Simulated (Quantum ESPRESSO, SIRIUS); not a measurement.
Equation of state of Sn under PBE+D4

It takes space group Fd-3m (No. 227, cubic). The conventional cell has a = 6.467 Å, b = 6.467 Å, c = 6.467 Å, α = 90.00°, β = 90.00°, γ = 90.00°. Sn (site symmetry -43m) has 4 Sn at 2.80 Å as nearest neighbours.

This isn't the form of Sn at room conditions, which is tetragonal (white tin).

The cell was scaled at fixed shape and fractions and run with SIRIUS, all-electron FP-LAPW, apw+lo standard; PBE+D4, k mesh 7 × 7 × 7 on the cell of 2 atoms, fermi-dirac occupations of 0.05 eV, no spin polarisation, no spin-orbit coupling. Energies are those that the program minimises, any entropy of the smearing included. For a metal such a mesh isn't converged to the digits shown.

| V (Å³/atom) | energy over the lowest row (meV/atom) |
| --- | --- |
| 31.7748 | 55.79 |
| 32.4509 | 34.69 |
| 33.1269 | 19.72 |
| 33.8030 | ? |
| 34.4791 | 2.72 |
| 35.1551 | 0.00 |
| 35.8312 | 0.83 |

Fit the third-order Birch-Murnaghan form, give V0, B0 and B′, and predict the energy left open.

With y = (V0/V)^(2/3), E = E0 + (9 V0 B0/16) [(y - 1)³ B′ + (y - 1)² (6 - 4y)]. Least squares through the rows shown give V0 = 35.3430 Å³/atom, E0 = -0.02 meV, B0 = 38.94 GPa (1 eV/Å³ = 160.218 GPa) and B′ = 5.82, with a largest miss of 0.20 meV, so B0 and B′ are loose. At V = 33.8030 the form with these constants gives 9.00 meV; the run gave 9.13 meV an atom. Other set-ups at this level, from all their volumes (Å³/atom, GPa): Quantum ESPRESSO, PseudoDojo 0.4.1 SR PBE standard: V0 35.432, B0 40.41. Measured volume: 34.16 Å³/atom (arxiv:1703.07488), so the fit lies +3.5 % from it. The runs are for a static lattice.
